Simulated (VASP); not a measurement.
# CdTe (F-43m) in VASP: further runs

Aim: see how the results for CdTe move with the level of theory and the settings. Levels: RPBE, PBEsol+D3(BJ), PBEsol+D4. Tasks: single point, relaxation of cell and atoms.

All numbers are computed with VASP 6.6.1; they aren't measurements. Logs are shortened: lines on timing, memory, paths and dates and some standing lists are left out, and cuts for length are marked.

**The experiment to reproduce.**

A printed reference work, data compilation reports, for a bulk crystal of CdTe at 0 K: band gap 1.607 eV.

The runs below are set against these values where they give the same quantity.

## 1. The cell of the first run

It takes space group F-43m (No. 216, cubic). The conventional cell has a = 6.722 Å, b = 6.722 Å, c = 6.722 Å, α = 90.00°, β = 90.00°, γ = 90.00°. Within 3.8 Å of Te (site symmetry -43m) lie 4 Cd at 2.91 Å. Cd (site symmetry -43m) has 4 Te at 2.91 Å within 3.8 Å.

## 2. Single point, RPBE

File INCAR:

```
SYSTEM = CdTe
PREC     = Accurate       ! precision mode
ENCUT    = 520            ! plane-wave cutoff, eV
EDIFF    = 1E-6           ! SCF threshold, eV
ISMEAR   = -1             ! smearing method
SIGMA    = 0.05           ! smearing width, eV
LREAL    = .False.        ! projectors in reciprocal space
LASPH    = .True.         ! aspherical terms in the spheres
NELM     = 80             ! most SCF steps
ALGO     = Normal         ! electronic algorithm
ISIF     = 2              ! what is computed and relaxed
LWAVE    = .False.        ! write WAVECAR
LCHARG   = .False.        ! write CHGCAR
GGA      = RP             ! functional
NBANDS   = 16             ! bands
```

File KPOINTS:

```
regular mesh
0
Gamma
  7 7 7
  0 0 0
```

File POSCAR:

```
CdTe
1.0
    0.0000000000      3.3612437500      3.3612437500
    3.3612437500      0.0000000000      3.3612437500
    3.3612437500      3.3612437500      0.0000000000
Te Cd
1 1
Direct
    0.7500000000      0.7500000000      0.7500000000
    0.0000000000      0.0000000000      0.0000000000
```

Potentials or basis: VASP PAW PBE potentials, release 64 (Te, Cd).

Launch:

```sh
$ cat potpaw_PBE.64/Te/POTCAR potpaw_PBE.64/Cd/POTCAR > POTCAR
$ mpirun -np 1 vasp_std > vasp.out
```

OUTCAR:

```text
SYSTEM = CdTe
   PREC = Accurate
   ENCUT = 520
   EDIFF = 1E-6
   ISMEAR = -1
   LREAL = .False.
   LASPH = .True.
   NELM = 80
   ISIF = 2
   GGA = RP

 ion  position               nearest neighbor table
   1  0.750  0.750  0.750-   2 2.91   2 2.91   2 2.91   2 2.91
   2  0.000  0.000  0.000-   1 2.91   1 2.91   1 2.91   1 2.91

  LATTYP: Found a face centered cubic cell.
 ALAT       =     6.7224875000

  Lattice vectors:

 A1 = (   0.0000000000,   3.3612437500,   3.3612437500)
 A2 = (   3.3612437500,   0.0000000000,   3.3612437500)
 A3 = (   3.3612437500,   3.3612437500,   0.0000000000)

Analysis of symmetry for initial positions (statically):
=====================================================================
 Subroutine PRICEL returns:
 Original cell was already a primitive cell.

 Routine SETGRP: Setting up the symmetry group for a
 face centered cubic supercell.

 Subroutine GETGRP returns: Found 24 space group operations
 (whereof 24 operations were pure point group operations)
 out of a pool of 48 trial point group operations.

The static configuration has the point symmetry T_d .

Analysis of symmetry for dynamics (positions and initial velocities):
=====================================================================
 Subroutine PRICEL returns:
 Original cell was already a primitive cell.

 Routine SETGRP: Setting up the symmetry group for a
 face centered cubic supercell.

 Subroutine GETGRP returns: Found 24 space group operations
 (whereof 24 operations were pure point group operations)
 out of a pool of 48 trial point group operations.

The dynamic configuration has the point symmetry T_d .

 Subroutine INISYM returns: Found 24 space group operations
 (whereof 24 operations are pure point group operations),
 and found     1 'primitive' translations

----------------------------------------------------------------------------------------

                                     Primitive cell

  volume of cell :      75.9504

  direct lattice vectors                    reciprocal lattice vectors
     0.000000000  3.361243750  3.361243750    -0.148754460  0.148754460  0.148754460
     3.361243750  0.000000000  3.361243750     0.148754460 -0.148754460  0.148754460
     3.361243750  3.361243750  0.000000000     0.148754460  0.148754460 -0.148754460

  length of vectors
     4.753516498  4.753516498  4.753516498     0.257650283  0.257650283  0.257650283

  position of ions in fractional coordinates (direct lattice)
     0.750000000  0.750000000  0.750000000
     0.000000000  0.000000000  0.000000000

  ion indices of the primitive-cell ions
   primitive index   ion index
                 1           1
                 2           2

----------------------------------------------------------------------------------------

 KPOINTS: regular mesh

Automatic generation of k-mesh.
 Grid dimensions read from file:
 generate k-points for:    7    7    7

 Generating k-lattice:

  Cartesian coordinates                     Fractional coordinates (reciprocal lattice)
    -0.021250637  0.021250637  0.021250637     0.142857143  0.000000000  0.000000000
     0.021250637 -0.021250637  0.021250637     0.000000000  0.142857143  0.000000000
     0.021250637  0.021250637 -0.021250637     0.000000000  0.000000000  0.142857143

  Length of vectors
     0.036807183  0.036807183  0.036807183

  Shift w.r.t. Gamma in fractional coordinates (k-lattice)
     0.000000000  0.000000000  0.000000000

 Subroutine IBZKPT returns following result:
 ===========================================

 Found     20 irreducible k-points:

 Following reciprocal coordinates:
            Coordinates               Weight
  0.000000  0.000000  0.000000      1.000000
  0.142857  0.000000  0.000000      8.000000
  0.285714  0.000000  0.000000      8.000000
  0.428571  0.000000  0.000000      8.000000
  0.142857  0.142857  0.000000      6.000000
  0.285714  0.142857  0.000000     24.000000
[... 12 lines left out ...]
 -0.428571  0.428571  0.142857     24.000000
 -0.285714  0.428571  0.142857     24.000000
   k-points           NKPTS =     20   k-points in BZ     NKDIM =     20   number of bands    NBANDS=     16
   number of dos      NEDOS =    301   number of ions     NIONS =      2
   total plane-waves  NPLWV =  46656
   dimension x,y,z NGX =    36 NGY =   36 NGZ =   36
   dimension x,y,z NGXF=    72 NGYF=   72 NGZF=   72
   ions per type =               1   1
   NGX,Y,Z   is equivalent  to a cutoff of  12.59, 12.59, 12.59 a.u.
   NGXF,Y,Z  is equivalent  to a cutoff of  25.18, 25.18, 25.18 a.u.
 SYSTEM =  CdTe
   PREC   = accura    normal or accurate (medium, high low for compatibility)
   ISTART =      0    job   : 0-new  1-cont  2-samecut
   ICHARG =      2    charge: 1-file 2-atom 10-const
   ISPIN  =      1    spin polarized calculation?
   LNONCOLLINEAR =      F non collinear calculations
   LSORBIT =      F    spin-orbit coupling
   LASPH  =      T    aspherical Exc in radial PAW
   ENCUT  =  520.0 eV  38.22 Ry    6.18 a.u.   8.84  8.84  8.84*2*pi/ulx,y,z
   NELM   =     80;   NELMIN=  2; NELMDL= -5     # of ELM steps
   EDIFF  = 0.1E-05   stopping-criterion for ELM
   LREAL  =      F    real-space projection
   EDIFFG = 0.1E-04   stopping-criterion for IOM
   NSW    =      0    number of steps for IOM
   IBRION =     -1    ionic relax: 0-MD 1-quasi-New 2-CG
   NFREE  =      0    steps in history (QN), initial steepest desc. (CG)
   ISIF   =      2    stress and relaxation
   ISYM   =      2    0-nonsym 1-usesym 2-fastsym
   POTIM  = 0.5000    time-step for ionic-motion
   TEBEG  =    0.0;   TEEND  =   0.0 temperature during run
   PSTRESS=    0.0 pullay stress
   NELECT =      18.0000    total number of electrons
   NUPDOWN=      -1.0000    fix difference up-down
   EMIN   =  10.00;   EMAX   =-10.00  energy-range for DOS
   EFERMI =   0.00;   METHOD = LEGACY
   ISMEAR =    -1;   SIGMA  =   0.05  broadening in eV -4-tet -1-fermi 0-gaus
   EFERMI_NEDOS =   21; number of points for ismear=-14 and -15
   IALGO  =     38    algorithm
   IMIX   =      4    mixing-type and parameters
     AMIX     =   0.40;   BMIX     =  1.00
     AMIX_MAG =   1.60;   BMIX_MAG =  1.00
  volume/ion in A,a.u.               =      37.98       256.27
  Fermi-wavevector in a.u.,A,eV,Ry     =   1.013108  1.914496 13.964849  1.026387
  Thomas-Fermi vector in A             =   2.146257
   LORBIT       =      0    0 simple, 1 ext, 2 COOP (PROOUT), +10 PAW based schemes
   GGA     = RP    functional components
   LHFCALC =     F    Hartree Fock is set to
   AEXX    =    0.0000 exact exchange contribution
   IVDW    =     0    specifies the selected vdW correction
   LEPSILON=     F    determine dielectric tensor
   LRPA    =     F    only Hartree local field effects (RPA)
 non-spin polarized calculation
  energy-cutoff  :      520.00
  volume of cell :       75.95
 maximum number of plane-waves:      2085
   NGX = 17   NGY = 17   NGZ = 17

 number of electron      17.9999994 magnetization

 Free energy of the ion-electron system (eV)
  ---------------------------------------------------
  ext. energy  EPLUGINS =         0.00000000
  ---------------------------------------------------
  free energy    TOTEN  =        -4.19243944 eV

  energy without entropy =       -4.19241585  energy(sigma->0) =       -4.19242764

 E-fermi :   1.8689     XC(G=0):  -7.8680

 val. band max:        1.5358391109   @ k =   0.0000   0.0000   0.0000
 cond. band min:       2.1289627032   @ k =   0.0000   0.0000   0.0000
 fundamental gap:      0.5931235923
 Fermi energy:         1.8689085992

 k-point     1 :       0.0000    0.0000    0.0000
  band No.  band energies     occupation
      1      -9.0257      2.00000
      2      -6.4463      2.00000
      3      -6.4463      2.00000
      4      -6.4463      2.00000
      5      -6.2609      2.00000
      6      -6.2609      2.00000
[... 8 lines left out ...]
     15      10.7072      0.00000
     16      10.7072      0.00000

 k-point     2 :       0.1429    0.0000    0.0000
  band No.  band energies     occupation
      1      -8.9698      2.00000
      2      -6.4363      2.00000
      3      -6.4363      2.00000
      4      -6.3926      2.00000
      5      -6.2614      2.00000
      6      -6.2614      2.00000
[... 8 lines left out ...]
     15      10.0927      0.00000
     16      10.0927      0.00000

 k-point     3 :       0.2857    0.0000    0.0000
  band No.  band energies     occupation
      1      -8.8450      2.00000
      2      -6.4161      2.00000
      3      -6.4161      2.00000
      4      -6.2599      2.00000
      5      -6.2599      2.00000
      6      -6.2264      2.00000
[... 8 lines left out ...]
     15      10.0916      0.00000
     16      10.0916      0.00000

 k-point     4 :       0.4286    0.0000    0.0000
  band No.  band energies     occupation
      1      -8.7474      2.00000
      2      -6.4029      2.00000
      3      -6.4029      2.00000
      4      -6.2552      2.00000
      5      -6.2552      2.00000
      6      -6.0212      2.00000
[... 8 lines left out ...]
     15      11.1668      0.00000
     16      11.1668      0.00000

 k-point     5 :       0.1429    0.1429    0.0000
  band No.  band energies     occupation
      1      -8.9513      2.00000
      2      -6.4263      2.00000
      3      -6.4263      2.00000
      4      -6.3891      2.00000
      5      -6.2654      2.00000
      6      -6.2567      2.00000
[... 8 lines left out ...]
     15      10.3190      0.00000
     16      10.8807      0.00000

 k-point     6 :       0.2857    0.1429    0.0000
  band No.  band energies     occupation
      1      -8.8500      2.00000
      2      -6.4104      2.00000
      3      -6.4045      2.00000
      4      -6.2943      2.00000
      5      -6.2532      2.00000
      6      -6.2355      2.00000
[... 8 lines left out ...]
     15      10.8610      0.00000
     16      11.1019      0.00000

 k-point     7 :       0.4286    0.1429    0.0000
  band No.  band energies     occupation
      1      -8.7448      2.00000
      2      -6.3968      2.00000
      3      -6.3895      2.00000
      4      -6.2723      2.00000
      5      -6.2512      2.00000
      6      -6.0421      2.00000
[... 8 lines left out ...]
     15      11.0465      0.00000
     16      11.6163      0.00000

 k-point     8 :      -0.4286    0.1429    0.0000
  band No.  band energies     occupation
      1      -8.7133      2.00000
      2      -6.3919      2.00000
      3      -6.3893      2.00000
      4      -6.2613      2.00000
      5      -6.2561      2.00000
      6      -5.9533      2.00000
[... 8 lines left out ...]
     15      10.9503      0.00000
     16      11.2327      0.00000

 k-point     9 :      -0.2857    0.1429    0.0000
  band No.  band energies     occupation
      1      -8.7768      2.00000
      2      -6.4035      2.00000
      3      -6.3971      2.00000
      4      -6.2646      2.00000
      5      -6.2603      2.00000
      6      -6.1079      2.00000
[... 8 lines left out ...]
     15      10.6843      0.00000
     16      11.6640      0.00000
[... 96 lines left out ...]
 k-point    15 :       0.4286    0.4286    0.0000
  band No.  band energies     occupation
      1      -8.6621      2.00000
      2      -6.3384      2.00000
      3      -6.3384      2.00000
      4      -6.3216      2.00000
      5      -6.2398      2.00000
      6      -5.9223      2.00000
[... 8 lines left out ...]
     15      11.9989      0.00000
     16      13.2608      0.00000

 k-point    16 :      -0.4286    0.4286    0.0000
  band No.  band energies     occupation
      1      -8.6457      2.00000
      2      -6.3488      2.00000
      3      -6.3380      2.00000
      4      -6.3071      2.00000
      5      -6.2430      2.00000
      6      -5.8574      2.00000
[... 8 lines left out ...]
     15      11.7610      0.00000
     16      12.7738      0.00000

 k-point    17 :       0.4286    0.2857    0.1429
  band No.  band energies     occupation
      1      -8.7595      2.00000
      2      -6.3907      2.00000
      3      -6.3829      2.00000
      4      -6.2858      2.00000
      5      -6.2516      2.00000
      6      -6.0955      2.00000
[... 8 lines left out ...]
     15      11.6255      0.00000
     16      12.0921      0.00000

 k-point    18 :      -0.4286    0.2857    0.1429
  band No.  band energies     occupation
      1      -8.6895      2.00000
      2      -6.3791      2.00000
      3      -6.3708      2.00000
      4      -6.2758      2.00000
      5      -6.2547      2.00000
      6      -5.9240      2.00000
[... 8 lines left out ...]
     15      11.2901      0.00000
     16      12.3825      0.00000

 k-point    19 :      -0.4286    0.4286    0.1429
  band No.  band energies     occupation
      1      -8.6593      2.00000
      2      -6.3559      2.00000
      3      -6.3521      2.00000
      4      -6.2961      2.00000
      5      -6.2475      2.00000
      6      -5.8803      2.00000
[... 8 lines left out ...]
     15      11.9218      0.00000
     16      12.5966      0.00000

 k-point    20 :      -0.2857    0.4286    0.1429
  band No.  band energies     occupation
      1      -8.6522      2.00000
      2      -6.3645      2.00000
      3      -6.3539      2.00000
      4      -6.2809      2.00000
      5      -6.2565      2.00000
      6      -5.8391      2.00000
[... 8 lines left out ...]
     15      11.4603      0.00000
     16      13.0047      0.00000

------------------------ aborting loop because EDIFF is reached ----------------------------------------

  FORCE on cell =-STRESS in cart. coord.  units (eV):
  Direction    XX          YY          ZZ          XY          YZ          ZX
  --------------------------------------------------------------------------------------
  -------------------------------------------------------------------------------------
  Total        0.0224656      0.0224656      0.0224656     -0.0000000      0.0000000      0.0000000
  in kB        0.4739133      0.4739133      0.4739133     -0.0000000      0.0000000      0.0000000
  external PRESSURE =       0.4739133 kB  Pullay stress =       0.0000000 kB

 VOLUME and BASIS-vectors are now :
 -----------------------------------------------------------------------------
  energy-cutoff  :      520.00
  volume of cell :       75.95
      direct lattice vectors                 reciprocal lattice vectors
     0.000000000  3.361243750  3.361243750    -0.148754460  0.148754460  0.148754460
     3.361243750  0.000000000  3.361243750     0.148754460 -0.148754460  0.148754460
     3.361243750  3.361243750  0.000000000     0.148754460  0.148754460 -0.148754460

 POSITION                                       TOTAL-FORCE (eV/Angst)
 -----------------------------------------------------------------------------------
      5.04187      5.04187      5.04187         0.000000      0.000000      0.000000
      0.00000      0.00000      0.00000        -0.000000     -0.000000     -0.000000
 -----------------------------------------------------------------------------------
    total drift:                                0.000001      0.000001      0.000001

  FREE ENERGIE OF THE ION-ELECTRON SYSTEM (eV)
  ---------------------------------------------------
  free  energy   TOTEN  =        -4.1924394401 eV

  energy  without entropy=       -4.1924158456  energy(sigma->0) =       -4.19242764
```

Run time: 14 s. Hardware: 1 thread of AMD EPYC 9R45 (Zen 5), shared host; peak memory 0.18 GiB.

Results:

| Property | Result |
| --- | --- |
| Free energy | -4.1924 eV |
| Pressure | 0.0 GPa |
| Band gap on the k mesh | 0.59 eV, direct |

Levels at points of the mesh, in eV from the valence-band top:
```
           k point  band 5  band 6  band 7  band 8  band 9  band 10  band 11  band 12  band 13  band 14
(0.00, 0.00, 0.00)   -7.80   -7.80    0.00    0.00    0.00     0.59     4.72     4.72     4.72     7.57
```

Caveat: the PAW data sets were made with another functional, which shifts forces and pressure a little; spin-orbit coupling is left out, which moves the levels of the heavy elements.

## 3. Relaxation of cell and atoms, RPBE

This run uses another cell than the first one, of 32.92 Å³/atom, 0.867 times its volume.

File INCAR:

```
SYSTEM = CdTe
ALGO     = Normal         ! electronic algorithm
EDIFF    = 1E-6           ! SCF threshold, eV
EDIFFG   = -0.01          ! ionic threshold
ENCUT    = 600            ! plane-wave cutoff, eV
GGA      = RP             ! functional
IBRION   = 2              ! ionic algorithm
ISIF     = 3              ! what is computed and relaxed
ISMEAR   = -1             ! smearing method
LASPH    = .TRUE.         ! aspherical terms in the spheres
LCHARG   = .FALSE.        ! write CHGCAR
LREAL    = .FALSE.        ! projectors in reciprocal space
LWAVE    = .FALSE.        ! write WAVECAR
NELM     = 100            ! most SCF steps
NSW      = 60             ! ionic steps
PREC     = Accurate       ! precision mode
SIGMA    = 0.05           ! smearing width, eV
```

File KPOINTS:

```
k-points
0
G
  7 7 7
  0 0 0
```

File POSCAR:

```
CdTe
1.0
    0.0000000000      3.2050000000      3.2050000000
    3.2050000000      0.0000000000      3.2050000000
    3.2050000000      3.2050000000      0.0000000000
Te Cd
1 1
Direct
    0.7500000000      0.7500000000      0.7500000000
    0.0000000000      0.0000000000      0.0000000000
```

Potentials or basis: VASP PAW PBE potentials, release 64 (Te, Cd).

Launch:

```sh
$ cat potpaw_PBE.64/Te/POTCAR potpaw_PBE.64/Cd/POTCAR > POTCAR
$ mpirun -np 1 vasp_std > vasp.out
```

Wall time 32 s (1 thread of AMD EPYC 9R45 (Zen 5), shared host); peak memory 0.19 GiB.

It converged, with:

```
Free energy                            : -4.1903 eV
Relaxed volume                         : 37.95 Å³/atom
Relaxed cell                           : a = 4.753 Å, b = 4.753 Å, c = 4.753 Å, α = 60.00°, β = 60.00°, γ = 60.00°
Space group after relaxing (to 0.05 Å) : F-43m (No. 216)
Energy gained by relaxing              : 84.0 meV/atom
Ionic steps                            : 3
Pressure after relaxing                : 0.0 GPa
Band gap on the k mesh                 : 0.59 eV, direct
```

Step by step:
```csv
step,energy change (eV),largest force (eV/Å),pressure (GPa),volume (Å³)
1,0.0000,0.0000,6.10,65.84
2,-0.1607,0.0000,-0.90,78.52
3,-0.1680,0.0000,0.04,75.91
```

Final structure:
```xyz
2
Lattice="0.0000 3.3606 3.3606 3.3606 0.0000 3.3606 3.3606 3.3606 0.0000" Properties=species:S:1:pos:R:3 pbc="T T T"
Te    5.0409    5.0409    5.0409
Cd    0.0000    0.0000    0.0000
```

Levels at points of the mesh, in eV from the valence-band top:
| k point | band 5 | band 6 | band 7 | band 8 | band 9 | band 10 | band 11 | band 12 | band 13 |
| --- | --- | --- | --- | --- | --- | --- | --- | --- | --- |
| (0.00, 0.00, 0.00) | -7.80 | -7.80 | 0.00 | 0.00 | 0.00 | 0.59 | 4.72 | 4.72 | 4.72 |

Caveat: the volume moved by over 15 % at a fixed basis, so the end points are rough; the PAW data sets were made with another functional, which shifts forces and pressure a little; spin-orbit coupling is left out, which moves the levels of the heavy elements; the volume moved by +15 % from the deposited cell, more than functionals usually miss. Expect the measured gap to be larger: semilocal functionals such as RPBE lack the derivative discontinuity.

[end of part 1 of 2]
